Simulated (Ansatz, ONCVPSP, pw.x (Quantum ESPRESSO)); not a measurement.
## pw.x on sc Ta: one setting changed

Potential: optimised norm-conserving Vanderbilt (ONCV), ONCVPSP 4.0.1.1 (patched build), PBE; core [Kr] 4d10 4f14, reference 5s2 5p6 5d3 6s2; waves: 5s+6s: rc 1.86 bohr, ncon 4, nbas 7, qcut 6 1/bohr, 2 projectors; 5p: rc 2.58 bohr, ncon 3, nbas 7, qcut 6.1 1/bohr, 2 projectors, debl 1.6 Ha; 5d: rc 2.64 bohr, ncon 4, nbas 9, qcut 6.1 1/bohr, 2 projectors, debl 1.1 Ha; local part: polynomial inside 1.26 bohr (lpopt 4, dvloc0 0 Ha); core correction: polynomial model core, fcfact 0.25. In the p channel the program set the typed energies aside and used -1.448, 0.050 Ha.

The reference run (k-mesh 12³, cutoffs 50/200 Ry, Fermi–Dirac 0.01 Ry, mixing_beta 0.4, conv_thr 1e-9, no spin) gives -0.11 GPa at 20.376 Å³/atom, where all-electron LAPW gives 1.79 GPa. This run, with its own iteration cap, changes smearing to gauss.

```
&control
  calculation='scf', prefix='x', pseudo_dir='./', outdir='./tmp', tstress=.true., disk_io='none'
/
&system
  ibrav=0, nat=1, ntyp=1, ecutwfc=50, ecutrho=200, nbnd=14,
  occupations='smearing', smearing='gauss', degauss=0.01
/
&electrons
  conv_thr=1e-09, mixing_beta=0.4, electron_maxstep=50
/
ATOMIC_SPECIES
Ta 1.0 Ta.UPF
CELL_PARAMETERS angstrom
  2.73132247 0.00000000 0.00000000
  0.00000000 2.73132247 0.00000000
  0.00000000 0.00000000 2.73132247
ATOMIC_POSITIONS crystal
Ta 0.0000 0.0000 0.0000
K_POINTS automatic
12 12 12 0 0 0
```

```bash
pw.x < Ta.scf.in > Ta.scf.out
```

How does the run end?

It converges in 8 iterations; the free energy moves by +20.8 meV/atom and the pressure by -0.11 GPa. Gaussian smearing of the same width is narrower in effect than Fermi–Dirac, so its quadratic term in F is smaller.

```
Message from routine setup:
     using ibrav=0 with symmetry is DISCOURAGED, use correct ibrav instead
     lattice parameter (alat)  =       5.1615  a.u.
     unit-cell volume          =     137.5041 (a.u.)^3
     number of electrons       =        13.00
     number of Kohn-Sham states=           14
     kinetic-energy cutoff     =      50.0000  Ry
     charge density cutoff     =     200.0000  Ry
     scf convergence threshold =      1.0E-09
     Exchange-correlation= PBE
     number of k points=    84  Gaussian smearing, width (Ry)=  0.0100
     iteration #  1     ecut=    50.00 Ry     beta= 0.40
     total energy              =    -128.91968084 Ry
     estimated scf accuracy    <       0.01579873 Ry
     iteration #  2     ecut=    50.00 Ry     beta= 0.40
     total energy              =    -128.92016278 Ry
     estimated scf accuracy    <       0.00352478 Ry
     iteration #  3     ecut=    50.00 Ry     beta= 0.40
     total energy              =    -128.92041991 Ry
     estimated scf accuracy    <       0.00033799 Ry
     iteration #  4     ecut=    50.00 Ry     beta= 0.40
     total energy              =    -128.92043279 Ry
     estimated scf accuracy    <       0.00000137 Ry
     iteration #  5     ecut=    50.00 Ry     beta= 0.40
     total energy              =    -128.92043325 Ry
     estimated scf accuracy    <       0.00000021 Ry
     iteration #  6     ecut=    50.00 Ry     beta= 0.40
     total energy              =    -128.92043328 Ry
     estimated scf accuracy    <       0.00000002 Ry
     iteration #  7     ecut=    50.00 Ry     beta= 0.40
     total energy              =    -128.92043328 Ry
     estimated scf accuracy    <          2.6E-09 Ry
     iteration #  8     ecut=    50.00 Ry     beta= 0.40
     the Fermi energy is    15.8490 ev
!    total energy              =    -128.92043328 Ry
     estimated scf accuracy    <          3.5E-11 Ry
     smearing contrib. (-TS)   =      -0.00049629 Ry
     The total energy is F=E-TS. E is the sum of the following terms:
     one-electron contribution =     -26.26690604 Ry
     hartree contribution      =      18.12788774 Ry
     xc contribution           =     -27.88005907 Ry
     ewald contribution        =     -92.90085962 Ry
     convergence has been achieved in   8 iterations
          total   stress  (Ry/bohr**3)                   (kbar)     P=       -2.21
     Message from routine punch:
     Nothing written, as per user request (disk_io='none')
```

The run took about 16 s on one core of a shared host (Neoverse-N1, 64 threads, 124 GiB, load 55).
